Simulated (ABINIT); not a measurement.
# InPd (Pm-3m) in ABINIT: a series of runs, part 2 of 2

ABINIT 10.8.3 (patched build).

## Step 3: Equation of state, PBEsol

File run.abi:

```
# Datasets: one volume each
ndtset 7
getwfk -1
scalecart1 3*0.9795861087
scalecart2 3*0.9864848297
scalecart3 3*0.9932883884
scalecart4 3*1.0000000000
scalecart5 3*1.0066227096
scalecart6 3*1.0131594038
scalecart7 3*1.0196128224

# Pseudopotentials
pp_dirpath "./"
pseudos "In.GGA_PBE-JTH.xml, Pd.GGA_PBE-JTH.xml"

# Structure
acell 3*1.0 Angstrom
rprim
     3.2718847800     0.0000000000     0.0000000000
     0.0000000000     3.2718847800     0.0000000000
     0.0000000000     0.0000000000     3.2718847800
ntypat 2
znucl 49 46
natom 2
typat 1 2
xred
     0.0000000000     0.0000000000     0.0000000000
     0.5000000000     0.5000000000     0.5000000000

# Plane-wave basis
ecut 22.0
pawecutdg 44.0
pawxcdev 0

# k points
kptopt 1
ngkpt 8 8 8
nshiftk 1
shiftk 0.0 0.0 0.0

# Exchange and correlation
ixc -116133

# Bands and occupations
nband 20
occopt 3
tsmear 0.05 eV

# SCF cycle
nstep 100
tolvrs 1.0e-9

# Output
iomode 3
prtwf 1
prtden 0
prteig 0
prtebands 0
enunit 1
```

Potentials or basis: JTH PAW PBE v2.0.

The run is started by

```console
abinit run.abi > log 2>&1
```

run.abo:

```text
.Version 10.8.3 of ABINIT
 DATASET    1 : space group Pm -3 m (#221); Bravais cP (primitive cubic)
================================================================================
 Values of the parameters that define the memory need for DATASET  1.
     intxc =       0    ionmov =       0      iscf =      17    lmnmax =      18
     lnmax =       6     mgfft =      27  mpssoang =       3    mqgrid =    3001
     natom =       2  nloc_mem =       2    nspden =       1   nspinor =       1
    nsppol =       1      nsym =      48    n1xccc =       1    ntypat =       2
    occopt =       3   xclevel =       2
       mpw =        1110          nfft =       19683          nkpt =          35
 PAW method is used; the additional fine FFT grid is defined by:
   mgfftf=        40    nfftf =     64000
================================================================================
================================================================================
[... 71 lines left out ...]
 DATASET    7 : space group Pm -3 m (#221); Bravais cP (primitive cubic)
================================================================================
[... 1513 lines left out ...]
            fcart5    -0.0000000000E+00 -0.0000000000E+00 -0.0000000000E+00
                      -0.0000000000E+00 -0.0000000000E+00 -0.0000000000E+00
[... 38 lines left out ...]
                       0.0000000000E+00  0.0000000000E+00  0.0000000000E+00
           xangst1     0.0000000000E+00  0.0000000000E+00  0.0000000000E+00
                       1.6025464399E+00  1.6025464399E+00  1.6025464399E+00
           xangst2     0.0000000000E+00  0.0000000000E+00  0.0000000000E+00
                       1.6138323500E+00  1.6138323500E+00  1.6138323500E+00
           xangst3     0.0000000000E+00  0.0000000000E+00  0.0000000000E+00
                       1.6249625801E+00  1.6249625801E+00  1.6249625801E+00
           xangst4     0.0000000000E+00  0.0000000000E+00  0.0000000000E+00
                       1.6359423900E+00  1.6359423900E+00  1.6359423900E+00
           xangst5     0.0000000000E+00  0.0000000000E+00  0.0000000000E+00
                       1.6467767614E+00  1.6467767614E+00  1.6467767614E+00
           xangst6     0.0000000000E+00  0.0000000000E+00  0.0000000000E+00
                       1.6574704165E+00  1.6574704165E+00  1.6574704165E+00
           xangst7     0.0000000000E+00  0.0000000000E+00  0.0000000000E+00
                       1.6680278376E+00  1.6680278376E+00  1.6680278376E+00
             xred      0.0000000000E+00  0.0000000000E+00  0.0000000000E+00
                       5.0000000000E-01  5.0000000000E-01  5.0000000000E-01
 Calculation completed.
```

Run time: 5.1 min. Hardware: 1 thread of Arm Neoverse V2, shared host; peak memory 0.16 GiB.

What came out:

```yaml
Equilibrium_volume: 17.12 Å³/atom
Bulk_modulus: 139 GPa
Pressure_derivative_of_the_bulk_modulus: 5.9
```

Energy against volume, from the lowest point:
```csv
volume (Å³/atom),energy (meV/atom)
16.462,11.81
16.813,2.36
17.163,0.00
17.513,3.69
17.863,12.64
18.214,26.26
18.564,43.79
```

Caveat: pressures at fixed basis lie under the slope of the energies; the PAW data sets were made with another functional, which shifts forces and pressure a little.

## Step 4: Equation of state, r2SCAN

Edit run.abi of step 3 so:

```diff
@@ -30,5 +30,4 @@
 # Plane-wave basis
-ecut 22.0
-pawecutdg 44.0
-pawxcdev 0
+ecut 26.0
+pawecutdg 48.0
 
@@ -36,3 +35,3 @@
 kptopt 1
-ngkpt 8 8 8
+ngkpt 7 7 7
 nshiftk 1
@@ -41,3 +40,5 @@
 # Exchange and correlation
-ixc -116133
+ixc -497498
+usekden 1
+pawxcdev 0
 
@@ -50,3 +51,3 @@
 nstep 100
-tolvrs 1.0e-9
+tolvrs 1.0e-7
```

Potentials or basis: JTH PAW PBE v2.0.

The run is started by

```console
abinit run.abi > log 2>&1
```

run.abo:

```text
.Version 10.8.3 of ABINIT
 DATASET    1 : space group Pm -3 m (#221); Bravais cP (primitive cubic)
================================================================================
 Values of the parameters that define the memory need for DATASET  1.
     intxc =       0    ionmov =       0      iscf =      17    lmnmax =      18
     lnmax =       6     mgfft =      30  mpssoang =       3    mqgrid =    3001
     natom =       2  nloc_mem =       2    nspden =       1   nspinor =       1
    nsppol =       1      nsym =      48    n1xccc =       1    ntypat =       2
    occopt =       3   xclevel =       2
       mpw =        1418          nfft =       27000          nkpt =          20
 PAW method is used; the additional fine FFT grid is defined by:
   mgfftf=        40    nfftf =     64000
================================================================================
================================================================================
[... 71 lines left out ...]
 DATASET    7 : space group Pm -3 m (#221); Bravais cP (primitive cubic)
================================================================================
 Values of the parameters that define the memory need for DATASET  7.
     intxc =       0    ionmov =       0      iscf =      17    lmnmax =      18
     lnmax =       6     mgfft =      30  mpssoang =       3    mqgrid =    3001
     natom =       2  nloc_mem =       2    nspden =       1   nspinor =       1
    nsppol =       1      nsym =      48    n1xccc =       1    ntypat =       2
    occopt =       3   xclevel =       2
       mpw =        1599          nfft =       27000          nkpt =          20
 PAW method is used; the additional fine FFT grid is defined by:
   mgfftf=        40    nfftf =     64000
[... 1478 lines left out ...]
           etotal3    -1.5153539378E+02
           etotal4    -1.5153562808E+02
           etotal5    -1.5153544966E+02
           etotal6    -1.5153490768E+02
           etotal7    -1.5153410859E+02
            fcart1    -0.0000000000E+00 -0.0000000000E+00 -0.0000000000E+00
                      -0.0000000000E+00 -0.0000000000E+00 -0.0000000000E+00
            fcart2    -0.0000000000E+00 -0.0000000000E+00 -0.0000000000E+00
                      -0.0000000000E+00 -0.0000000000E+00 -0.0000000000E+00
            fcart3    -0.0000000000E+00 -0.0000000000E+00 -0.0000000000E+00
                      -0.0000000000E+00 -0.0000000000E+00 -0.0000000000E+00
            fcart4    -0.0000000000E+00 -0.0000000000E+00 -0.0000000000E+00
                      -0.0000000000E+00 -0.0000000000E+00 -0.0000000000E+00
            fcart5    -0.0000000000E+00 -0.0000000000E+00 -0.0000000000E+00
                      -0.0000000000E+00 -0.0000000000E+00 -0.0000000000E+00
[... 38 lines left out ...]
                       0.0000000000E+00  0.0000000000E+00  0.0000000000E+00
           xangst1     0.0000000000E+00  0.0000000000E+00  0.0000000000E+00
                       1.6025464399E+00  1.6025464399E+00  1.6025464399E+00
           xangst2     0.0000000000E+00  0.0000000000E+00  0.0000000000E+00
                       1.6138323500E+00  1.6138323500E+00  1.6138323500E+00
           xangst3     0.0000000000E+00  0.0000000000E+00  0.0000000000E+00
                       1.6249625801E+00  1.6249625801E+00  1.6249625801E+00
           xangst4     0.0000000000E+00  0.0000000000E+00  0.0000000000E+00
                       1.6359423900E+00  1.6359423900E+00  1.6359423900E+00
           xangst5     0.0000000000E+00  0.0000000000E+00  0.0000000000E+00
                       1.6467767614E+00  1.6467767614E+00  1.6467767614E+00
           xangst6     0.0000000000E+00  0.0000000000E+00  0.0000000000E+00
                       1.6574704165E+00  1.6574704165E+00  1.6574704165E+00
           xangst7     0.0000000000E+00  0.0000000000E+00  0.0000000000E+00
                       1.6680278376E+00  1.6680278376E+00  1.6680278376E+00
             xred      0.0000000000E+00  0.0000000000E+00  0.0000000000E+00
                       5.0000000000E-01  5.0000000000E-01  5.0000000000E-01
 Calculation completed.
```

Run time: 8.5 min. Hardware: 1 thread of Arm Neoverse V2, shared host; peak memory 0.17 GiB.

What came out:

- Equilibrium volume: 17.52 Å³/atom (rough: see the caveat)
- Bulk modulus: 126 GPa (rough)

Energy against volume, from the lowest point:
```tsv
volume (Å³/atom)	energy (meV/atom)
16.462	30.19
16.813	12.77
17.163	3.19
17.513	0.00
17.863	2.43
18.214	9.80
18.564	20.67
```

Caveat: pressures at fixed basis lie under the slope of the energies; the fit is doubtful: noisy points or a state that changes with volume; the PAW data sets were made with another functional, which shifts forces and pressure a little.

## Step 5: Summary

| level | potentials or basis | k mesh | cutoff (eV) | fine-grid cutoff | V0 of scaled cells (Å³/atom) | B0 (GPa) |
| --- | --- | --- | --- | --- | --- | --- |
| LDA | JTH PAW LDA v2.0 | 8 × 8 × 8 | 599 | 1197.3 eV | 16.62 | 158 |
| PBEsol | JTH PAW PBE v2.0 | 8 × 8 × 8 | 599 | 1197.3 eV | 17.12 | 139 |
| r2SCAN | JTH PAW PBE v2.0 | 7 × 7 × 7 | 707 | 1306.15 eV | - | - |

Alike in all rows: task equation of state; no spin polarisation; cell as given; smearing fermi-dirac 0.05 eV.

Caveats: pressures at fixed basis lie under the slope of the energies; the PAW data sets were made with another functional, which shifts forces and pressure a little (some runs); the fit is doubtful: noisy points or a state that changes with volume (some runs).

Absolute energies hang on the potentials; compare differences alone.
